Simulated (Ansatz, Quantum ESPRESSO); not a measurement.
# H₂ in line between two Pt chains: ballistic transmission, part 3 of 4

Aim: the zero-bias transmission with pwcond for this junction: H₂ in line between two Pt chains.

Quantum ESPRESSO 7.5; plane-wave DFT, PBE, GBRV ultrasoft pseudopotentials; cross-check by Ansatz 0.2.0 with PAW datasets.

So far. Step 3 (Transmission with pwcond.x): The run is unpolarised; a magnetic state was not tried, may lie lower and would change T. Step 3 (Transmission with pwcond.x): At no point does T exceed the number of channels.

### Step 4. Transmission with pwcond.x, with nz1 = 3

Level of this step: transmission by pwcond, lead and junction from one cell; plane-wave DFT, PBE, GBRV ultrasoft pseudopotentials (Quantum ESPRESSO).

How much does a setting matter? One run is repeated with a change.

cond.w.in

```
&inputcond
  outdir = './out'
  prefixt = 'scf'
  tran_file = 'cond.w.dat'
  bdl = 0.6400000000
  bds = 4.6607466667
  ikind = 1
  ewind = 4.0
  epsproj = 1e-05
  nz1 = 3
  energy0 = 2.0
  denergy = -0.1
/
1
  0.00000000 0.00000000 1.00000000
41
```

Command:

```sh
OMP_NUM_THREADS=1 mpirun -n 8 pwcond.x -in cond.w.in > cond.w.out
```

Log:

```text
[banner, memory and clock lines left out]
Program PWCOND v.7.5 starts
[citation notice left out]

[...]
./out/scf.save/

[...]
negative rho (up, down):  2.513E+00 0.000E+00
     Reading collected, re-writing distributed wavefunctions

===== INPUT FILE containing all the regions =====

     GEOMETRY:

     lattice parameter (alat)  =      14.1729  a.u.
     the volume                =   13268.9296 (a.u.)^3
     the cross section         =     200.8724 (a.u.)^2
     l of the unit cell        =       4.6607 (alat)
     number of atoms/cell      =           16
     number of atomic types    =            2

     crystal axes: (cart. coord. in units of alat)
               a(1) = (  1.0000  0.0000  0.0000 )
               a(2) = (  0.0000  1.0000  0.0000 )
               a(3) = (  0.0000  0.0000  4.6607 )

   Cartesian axes

     site n.     atom                  positions (alat units)
          1        Pt     tau(  1)=(  0.5000  0.5000  4.6607  )
          2        Pt     tau(  2)=(  0.5000  0.5000  0.3200  )
          3        Pt     tau(  3)=(  0.5000  0.5000  0.6400  )
          4        Pt     tau(  4)=(  0.5000  0.5000  0.9600  )
          5        Pt     tau(  5)=(  0.5000  0.5000  1.2800  )
          6        Pt     tau(  6)=(  0.5000  0.5000  1.6000  )
          7        Pt     tau(  7)=(  0.5000  0.5000  1.9200  )
          8        H      tau(  8)=(  0.5000  0.5000  2.1137  )
          9        H      tau(  9)=(  0.5000  0.5000  2.2270  )
         10        Pt     tau( 10)=(  0.5000  0.5000  2.4207  )
         11        Pt     tau( 11)=(  0.5000  0.5000  2.7407  )
         12        Pt     tau( 12)=(  0.5000  0.5000  3.0607  )
         13        Pt     tau( 13)=(  0.5000  0.5000  3.3807  )
         14        Pt     tau( 14)=(  0.5000  0.5000  3.7007  )
         15        Pt     tau( 15)=(  0.5000  0.5000  4.0207  )
         16        Pt     tau( 16)=(  0.5000  0.5000  4.3407  )

     nr1s                      =           54
     nr2s                      =           54
     nr3s                      =          250
     nr1sx                     =           54
     nr2sx                     =           54
     nr3sx                     =          250
     nr1                       =           60
     nr2                       =           60
     nr3                       =          288
     nr1x                      =           60
     nr2x                      =           60
     nr3x                      =          288

 _______________________________
  Radii of nonlocal spheres:

     type       ibeta     ang. mom.          radius (alat units)
       Pt         1         0                    0.1753
       Pt         2         0                    0.1753
       Pt         3         1                    0.1753
       Pt         4         1                    0.1753
       Pt         5         2                    0.1753
       Pt         6         2                    0.1753
       H          1         0                    0.0848
       H          2         0                    0.0848
----- General information -----

--- T calc. with identical leads (ikind=1) ---

     nrx                       =           54
     nry                       =           54
     nz1                       =            3

     energy0               =         2.0E+00
     denergy               =        -1.0E-01
     nenergy               =         41
     ecut2d                =         3.4E+01
     ewind                 =         4.0E+00
     epsproj               =         1.0E-05

     number of k_|| points=    1
                       cryst. coord.
        k(    1) = (   0.0000000   0.0000000), wk =   1.0000000
----- Information about left/right lead -----

     nocros                   =           18
     noins                    =           18
     norb                     =           54
     norbf                    =          238
     nrz                      =           34

      iorb      type   ibeta   ang. mom.   m       position (alat)
        1        1       1        0        1   taunew(   1)=(  0.5000  0.5000  0.0000)
        2        1       2        0        1   taunew(   2)=(  0.5000  0.5000  0.0000)
[...]
54        1       6        2        5   taunew(  54)=(  0.5000  0.5000  0.6400)
    k slab    z(k)  z(k+1)     crossing(iorb=1,norb)
    1   0.0000 0.0188 0.0188   111111111111111111000000000000000000000000000000000000
    2   0.0188 0.0376 0.0188   111111111111111111000000000000000000000000000000000000
[...]
34   0.6212 0.6400 0.0188   000000000000000000000000000000000000111111111111111111
----- Information about scattering region -----

     noins                    =          202
     norb                     =          238
     norbf                    =          238
     nrz                      =          216

      iorb      type   ibeta   ang. mom.   m       position (alat)
        1        1       1        0        1   taunew(   1)=(  0.5000  0.5000  0.0000)
        2        1       2        0        1   taunew(   2)=(  0.5000  0.5000  0.0000)
[...]
238        1       6        2        5   taunew( 238)=(  0.5000  0.5000  4.0207)
 ngper, shell number =          545          70
 ngper, n2d =          545         155
---  E-Ef =    2.0000000  k =    0.0000000   0.0000000
---  ie =          1  ik =          1
 Nchannels of the left tip =            1
 Right moving states:
   k1(2pi/a)   k2(2pi/a)   E-Ef (eV)
  -0.2476711   0.0000294   2.0000000
 Left moving states:
   k1(2pi/a)   k2(2pi/a)   E-Ef (eV)
   0.2476711   0.0000294   2.0000000

 to transmit
 Band j to band i transmissions and reflections:
    j         i     |T_ij|^2    |R_ij|^2

    1 -->     1     0.96898     0.03102
   Total T_j, R_j =    0.96898  0.03102

E-Ef(ev), T(x2 spins) =    2.0000000   1.9379625
---  E-Ef =    1.9000000  k =    0.0000000   0.0000000
---  ie =          2  ik =          1
 Nchannels of the left tip =            1
 Right moving states:
   k1(2pi/a)   k2(2pi/a)   E-Ef (eV)
  -0.2541576   0.0000301   1.9000000
 Left moving states:
   k1(2pi/a)   k2(2pi/a)   E-Ef (eV)
   0.2541576   0.0000301   1.9000000

 to transmit
 Band j to band i transmissions and reflections:
    j         i     |T_ij|^2    |R_ij|^2

    1 -->     1     0.96421     0.03579
   Total T_j, R_j =    0.96421  0.03579

E-Ef(ev), T(x2 spins) =    1.9000000   1.9284161
---  E-Ef =    1.8000000  k =    0.0000000   0.0000000
---  ie =          3  ik =          1
 Nchannels of the left tip =            1
 Right moving states:
   k1(2pi/a)   k2(2pi/a)   E-Ef (eV)
  -0.2607010   0.0000309   1.8000000
 Left moving states:
   k1(2pi/a)   k2(2pi/a)   E-Ef (eV)
   0.2607010   0.0000309   1.8000000

 to transmit
 Band j to band i transmissions and reflections:
    j         i     |T_ij|^2    |R_ij|^2

    1 -->     1     0.95831     0.04170
   Total T_j, R_j =    0.95831  0.04170

E-Ef(ev), T(x2 spins) =    1.8000000   1.9166115
[... further energies and points left out ...]
---  E-Ef =   -1.8000000  k =    0.0000000   0.0000000
---  ie =         39  ik =          1
 Nchannels of the left tip =            3
 Right moving states:
   k1(2pi/a)   k2(2pi/a)   E-Ef (eV)
  -0.4289911  -0.0000058  -1.8000000
  -0.4590993   0.0000029  -1.8000000
  -0.4590993   0.0000029  -1.8000000
 Left moving states:
   k1(2pi/a)   k2(2pi/a)   E-Ef (eV)
   0.4289911  -0.0000058  -1.8000000
   0.4590993   0.0000029  -1.8000000
   0.4590993   0.0000029  -1.8000000

 to transmit
 Band j to band i transmissions and reflections:
    j         i     |T_ij|^2    |R_ij|^2

    1 -->     1     0.97586     0.02414
    1 -->     2     0.00000     0.00000
    1 -->     3     0.00000     0.00000
   Total T_j, R_j =    0.97586  0.02414

    2 -->     1     0.00000     0.00000
    2 -->     2     0.04716     0.00076
    2 -->     3     0.00000     0.95208
   Total T_j, R_j =    0.04716  0.95284

    3 -->     1     0.00000     0.00000
    3 -->     2     0.00000     0.95208
    3 -->     3     0.04716     0.00076
   Total T_j, R_j =    0.04716  0.95284

E-Ef(ev), T(x2 spins) =   -1.8000000   2.1403597
---  E-Ef =   -1.9000000  k =    0.0000000   0.0000000
---  ie =         40  ik =          1
 Nchannels of the left tip =            3
 Right moving states:
   k1(2pi/a)   k2(2pi/a)   E-Ef (eV)
  -0.4368635  -0.0000046  -1.9000000
  -0.4741918   0.0000029  -1.9000000
  -0.4741918   0.0000029  -1.9000000
 Left moving states:
   k1(2pi/a)   k2(2pi/a)   E-Ef (eV)
   0.4368635  -0.0000046  -1.9000000
   0.4741918   0.0000029  -1.9000000
   0.4741918   0.0000029  -1.9000000

 to transmit
 Band j to band i transmissions and reflections:
    j         i     |T_ij|^2    |R_ij|^2

    1 -->     1     0.97699     0.02301
    1 -->     2     0.00000     0.00000
    1 -->     3     0.00000     0.00000
   Total T_j, R_j =    0.97699  0.02301

    2 -->     1     0.00000     0.00000
    2 -->     2     0.04167     0.00056
    2 -->     3     0.00000     0.95777
   Total T_j, R_j =    0.04167  0.95833

    3 -->     1     0.00000     0.00000
    3 -->     2     0.00000     0.95777
    3 -->     3     0.04167     0.00056
   Total T_j, R_j =    0.04167  0.95833

E-Ef(ev), T(x2 spins) =   -1.9000000   2.1206468
---  E-Ef =   -2.0000000  k =    0.0000000   0.0000000
---  ie =         41  ik =          1
 Nchannels of the left tip =            3
 Right moving states:
   k1(2pi/a)   k2(2pi/a)   E-Ef (eV)
  -0.4446457  -0.0000036  -2.0000000
  -0.4895490   0.0000028  -2.0000000
  -0.4895490   0.0000028  -2.0000000
 Left moving states:
   k1(2pi/a)   k2(2pi/a)   E-Ef (eV)
   0.4446457  -0.0000036  -2.0000000
   0.4895490   0.0000028  -2.0000000
   0.4895490   0.0000028  -2.0000000

 to transmit
 Band j to band i transmissions and reflections:
    j         i     |T_ij|^2    |R_ij|^2

    1 -->     1     0.97859     0.02141
    1 -->     2     0.00000     0.00000
    1 -->     3     0.00000     0.00000
   Total T_j, R_j =    0.97859  0.02141

    2 -->     1     0.00000     0.00000
    2 -->     2     0.03455     0.00046
    2 -->     3     0.00000     0.96499
   Total T_j, R_j =    0.03455  0.96545

    3 -->     1     0.00000     0.00000
    3 -->     2     0.00000     0.96499
    3 -->     3     0.03455     0.00046
   Total T_j, R_j =    0.03455  0.96545

E-Ef(ev), T(x2 spins) =   -2.0000000   2.0953646
   T_tot     2.00000      0.19380E+01
   T_tot     1.90000      0.19284E+01
   T_tot     1.80000      0.19166E+01
   T_tot     1.70000      0.19021E+01
   T_tot     1.60000      0.18841E+01
   T_tot     1.50000      0.18621E+01
   T_tot     1.40000      0.18350E+01
   T_tot     1.30000      0.18016E+01
   T_tot     1.20000      0.17605E+01
   T_tot     1.10000      0.17102E+01
   T_tot     1.00000      0.16488E+01
   T_tot     0.90000      0.15743E+01
   T_tot     0.80000      0.14853E+01
   T_tot     0.70000      0.14536E+01
   T_tot     0.60000      0.14630E+01
   T_tot     0.50000      0.14487E+01
   T_tot     0.40000      0.14141E+01
   T_tot     0.30000      0.15664E+01
   T_tot     0.20000      0.25565E+01
   T_tot     0.10000      0.28242E+01
   T_tot    -0.00000      0.28318E+01
   T_tot    -0.10000      0.27613E+01
   T_tot    -0.20000      0.27026E+01
   T_tot    -0.30000      0.26443E+01
   T_tot    -0.40000      0.25769E+01
   T_tot    -0.50000      0.25061E+01
   T_tot    -0.60000      0.24586E+01
   T_tot    -0.70000      0.24121E+01
   T_tot    -0.80000      0.23745E+01
   T_tot    -0.90000      0.23403E+01
   T_tot    -1.00000      0.23138E+01
   T_tot    -1.10000      0.22769E+01
   T_tot    -1.20000      0.22530E+01
   T_tot    -1.30000      0.22304E+01
   T_tot    -1.40000      0.22092E+01
   T_tot    -1.50000      0.21904E+01
   T_tot    -1.60000      0.21728E+01
   T_tot    -1.70000      0.21576E+01
   T_tot    -1.80000      0.21404E+01
   T_tot    -1.90000      0.21206E+01
   T_tot    -2.00000      0.20954E+01

[...]
```

Run time: 2.5 min. Hardware: 8 MPI ranks of Arm Neoverse V2, shared host; peak memory 0.87 GiB; 20 min of CPU time.

The changed values were drawn from a wide range, not chosen for quality; the comparison shows what they did here together.

Beside the run it was changed from:

```tsv
quantity	this run	unchanged run	difference
transmission at the Fermi level, one spin	1.416	1.414	0.0017
lead channels at the Fermi level, one spin	4	4	0
wall time (s)	147	151
```

Over all energies T moves by up to 0.071, at 0.3 eV, where the two runs count unlike lead channels.

The physical values in this table move by up to 0.12 %.

[end of part 3 of 4]

[Logs are printed without paths, hosts, clocks, repeated set-up lines and the standing remarks that a program may print on its own settings, such as how far it seeks lower states.]

[Hosts, paths, dates, database ids (printed as entryN), source tags and the programs' standing remarks are cut or masked in the printed files.]

[Maps of the electrostatic potential energy from Ansatz leave out the sawtooth potential of an applied field or a dipole correction, so their vacuum need not be flat; planar profiles and work functions include it.]
